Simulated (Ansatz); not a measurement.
## BaSnO3, pressure series

Take BaSnO$_{3}$ in the cubic perovskite structure (space group Pm-3m, No. 221; a = 4.131 Å) as the base.

Cell and atoms are relaxed at each pressure.

Method: r2SCAN, PAW, 500 eV (Ansatz, a program for electronic structure; spin-orbit coupling left out).

Candidates:
(a) pressure 4.2 GPa
(b) pressure 18 GPa
(c) pressure 30 GPa
(d) pressure 1.8 GPa

Before the change:

| Quantity | Result |
|---|---|
| Band gap | 1.56 eV |

Task: Order them by band gap, highest first.

Result: (c) pressure 30 GPa (3.52 eV), (b) pressure 18 GPa (2.83 eV), (a) pressure 4.2 GPa (1.90 eV), (d) pressure 1.8 GPa (1.71 eV)

Load acts through the strain it causes; cell and atoms are relaxed under it. No phonon test of stability was made. Competing high-pressure phases were not computed.
